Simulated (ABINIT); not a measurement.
A run of ABINIT 10.8.3 (patched build) is set up as follows.

File run.abi:

```
# Datasets: one volume each
ndtset 7
getwfk -1
scalecart1 3*0.9795861087
scalecart2 3*0.9864848297
scalecart3 3*0.9932883884
scalecart4 3*1.0000000000
scalecart5 3*1.0066227096
scalecart6 3*1.0131594038
scalecart7 3*1.0196128224

# Pseudopotentials
pp_dirpath "./"
pseudos "P.GGA_PBE-JTH.xml, B.GGA_PBE-JTH.xml"

# Structure
acell 3*1.0 Angstrom
rprim
     0.0000000000     2.2690000000     2.2690000000
     2.2690000000     0.0000000000     2.2690000000
     2.2690000000     2.2690000000     0.0000000000
ntypat 2
znucl 15 5
natom 2
typat 1 2
xred
     0.7500000000     0.7500000000     0.7500000000
     0.0000000000     0.0000000000     0.0000000000

# Plane-wave basis
ecut 20.0
pawecutdg 40.0

# k points
kptopt 1
ngkpt 10 10 10
nshiftk 1
shiftk 0.0 0.0 0.0

# Exchange and correlation
ixc 11

# Bands and occupations
nband 8
occopt 3
tsmear 0.00183747

# SCF cycle
nstep 100
tolvrs 1.0e-9

# Output
iomode 3
prtwf 1
prtden 0
prteig 0
prtebands 0
```

Potentials or basis: JTH PAW PBE v2.0.

The run is started by

```console
$ abinit run.abi > log 2>&1
```

Task: Predict the bulk modulus.

Result: 162 GPa.

Task: Predict the pressure derivative of the bulk modulus.

Result: 3.8.

Energy against volume, from the lowest point:
| volume (Å³/atom) | energy (meV/atom) |
| --- | --- |
| 10.981 | 29.58 |
| 11.214 | 13.99 |
| 11.448 | 4.33 |
| 11.682 | 0.00 |
| 11.915 | 0.57 |
| 12.149 | 5.58 |
| 12.383 | 14.59 |

Caveat: pressures at fixed basis lie under the slope of the energies. PBE usually gives volumes a little too large and moduli too small.

**The experiment to reproduce.**

“Equation of state of single-crystal cubic boron phosphide”, 2014, arxiv:1407.1677 reports, for a bulk crystal of BP at 300 K: bulk modulus 179 ± 1 GPa.

Measured bulk modulus of BP: 179 GPa (300 K; “Equation of state of single-crystal cubic boron phosphide”, 2014, arxiv:1407.1677). This calculation gives 162 GPa (-9.3 %). 3 values of this kind are on record (173 to 179 GPa); this one was drawn at random among those near their median, those with a stated uncertainty first. The fit is for a static lattice scaled at fixed shape and fixed fractional positions.
